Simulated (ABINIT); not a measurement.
Planning a run of ABINIT 10.8.3 on GaN (P6_3mc). The input:

```
acell 3*1.0 Angstrom
rprim 
  3.179999999980 0.000000000005 0.000000000000
  -1.589999999994 2.753960784015 0.000000000000
  0.000000000000 0.000000000000 5.166000000000
ntypat 2
znucl 31 7
natom 4
typat 1 1 2 2
xred 
  0.333333333333 0.666666666667 0.000000000000
  0.666666666667 0.333333333333 0.500000000000
  0.333333333333 0.666666666667 0.375000000000
  0.666666666667 0.333333333333 0.875000000000
pp_dirpath "pseudos"
pseudos "Ga.upf, N.upf"
ecut 45
nspinor 2
ngkpt 6 6 4
nshiftk 1
shiftk 0 0 0
kptopt 1
chksymbreak 0
nband 64
occopt 1
tolvrs 1e-10
nstep 60
prtwf 0
optforces 0
optstress 0
indata_prefix "in"
outdata_prefix "out"
tmpdata_prefix "tmp"
```

The database entry behind the starting cell differs from later determinations by our own check (about 0.3 % short, ideal inner coordinate), so it need not match the best structure at ambient conditions.

```sh
OMP_NUM_THREADS=1 mpirun -n 4 abinit run.abi > log
```

Estimate wall time and host memory on 4 MPI ranks of Arm Neoverse V1, shared host.

It took 3.9 min; on shared hardware allow 2 min to 7.8 min. Peak host memory was 0.53 GiB.

[Paths, hosts, dates, memory and timing lines, banners, echoed tables and standing remarks are left out of the program output.]

[Logs are printed without paths, hosts, clocks, repeated set-up lines and the standing remarks that a program may print on its own settings, such as how far it seeks lower states.]

[Runs of the session that timed out or met a known fault of the program may be left out.]

[Hosts, paths, dates, database ids (printed as entryN), source tags and the programs' standing remarks are cut or masked in the printed files.]

[G0W0 gaps are taken among the corrected bands and points alone; a level outside them can change the order at an edge.]

[Where Ansatz stands beside ABINIT at settings called matched, ABINIT's density can come from a denser mesh and the files from another edition; pairs whose starting gaps differed by over 0.03 eV were left out, so agreement reads better than it is.]
